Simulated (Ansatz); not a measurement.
# A series in volume scale on LiF

All results are calculated (Ansatz 0.2.0). Periodic Kohn-Sham DFT of a crystal at fixed atoms, scaled to volume_scale times the given cell; pressure positive in compression, energy less spherical unpolarised free atoms, largest_vzz the field gradient of largest size among the nuclei.

The cell before it is scaled or strained (space group F-43m, No. 216):
```
cell vectors (Å)
   0.0000     2.1826     2.1826
   2.1826     0.0000     2.1826
   2.1826     2.1826     0.0000
atoms (fractions of the cell vectors)
Li  0.00000  0.00000  0.00000
F   0.25000  0.25000  0.25000
```

Settings of every row: method frozen-core PAW; functional PBE; relativity scalar; k mesh 16x16x16; filling fermi-dirac; smearing width 0.03 eV; wave cutoff 420 eV; paw set soft_2.

Atom start moment: 0 on all atoms.

Limits: the cell comes from a prototype or a list of computed structures and needn't be the stable phase.

| row | volume scale | V (Å³/atom) | pressure (GPa) |
| --- | --- | --- | --- |
| 1 | 0.96 | 9.981 | 2.251 |
| 2 | 0.98 | 10.189 | 1.048 |
| 3 | 1 | 10.397 | ? |
| 4 | 1.02 | 10.605 | -1.018 |
| 5 | 1.04 | 10.813 | -1.902 |

Question: what pressure should row 3 give?

Worked fit of pressure. Take u = (V_r/V)^(2/3) − 1 with V_r = 10.397 Å³ an atom, which is twice the finite (Eulerian) strain; such expansions in the strain, on which the Birch-Murnaghan equation of state is built, carry the rest volume and the bulk modulus. The shown rows have u = 0.0276, 0.01356, -0.01312, -0.02582. Least squares give pressure = −0.0378 + 77.378 × u + 200.8 × u² GPa; a straight line predicts inner rows, each left out in turn, worse (root mean square 0.083 against 0.00099 GPa). All shown rows lie on it to the printed digit. The pressure vanishes at u = 0.0005, or V = 10.39 Å³ an atom, and there the bulk modulus at fixed shape and fractions is B = −V dP/dV = (2/3)(1 + u) dP/du = 51.7 GPa. The withheld row has u = 0, so the fit gives −0.0378 + 77.378 × (0) + 200.8 × (0)² = -0.038 GPa.

The calculation gave -0.037 GPa. The fit lies 0.001 GPa (2.7 % of the value, 0.024 % of the column's range) below it, one unit of the last digit.
